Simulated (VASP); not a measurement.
A run of VASP 6.6.1:

INCAR

```
PREC     = Accurate       # precision mode
ENCUT    = 600            # plane-wave cutoff, eV
EDIFF    = 1E-7           # SCF threshold, eV
ISMEAR   = 0              # smearing method
SIGMA    = 0.02           # smearing width, eV
LREAL    = F              # projectors in reciprocal space
LASPH    = T              # aspherical terms in the spheres
NELM     = 100            # most SCF steps
ALGO     = Normal         # electronic algorithm
ISIF     = 3              # what is computed and relaxed
LWAVE    = F              # write WAVECAR
LCHARG   = F              # write CHGCAR
GGA      = PE             # functional
IBRION   = 2              # ionic algorithm
NSW      = 40             # ionic steps
EDIFFG   = -0.005         # ionic threshold
```

The input KPOINTS:

```
regular mesh
0
Gamma
  9 9 9
```

POSCAR

```
GaN
1.0
    0.0000000000      2.2535006100      2.2535006100
    2.2535006100      0.0000000000      2.2535006100
    2.2535006100      2.2535006100      0.0000000000
Ga N
1 1
Direct
    0.0000000000      0.0000000000      0.0000000000
    0.7500000000      0.7500000000      0.7500000000
```

Potentials or basis: VASP PAW PBE potentials, release 64 (Ga_d, N).

The run is started by

```console
$ cat potpaw_PBE.64/Ga_d/POTCAR potpaw_PBE.64/N/POTCAR > POTCAR
$ mpirun -np 1 vasp_std > vasp.out
```

Hardware: 1 thread of Intel(R) Xeon(R) Platinum 8488C (Sapphire Rapids) (shared host).

Question: Estimate the wall time of this run.

Answer: Run time: 32 s on 1 thread of Intel(R) Xeon(R) Platinum 8488C (Sapphire Rapids), with other jobs on the host, peak memory 0.16 GiB. Counts: scf iterations 30, k points 35, ion steps 3.
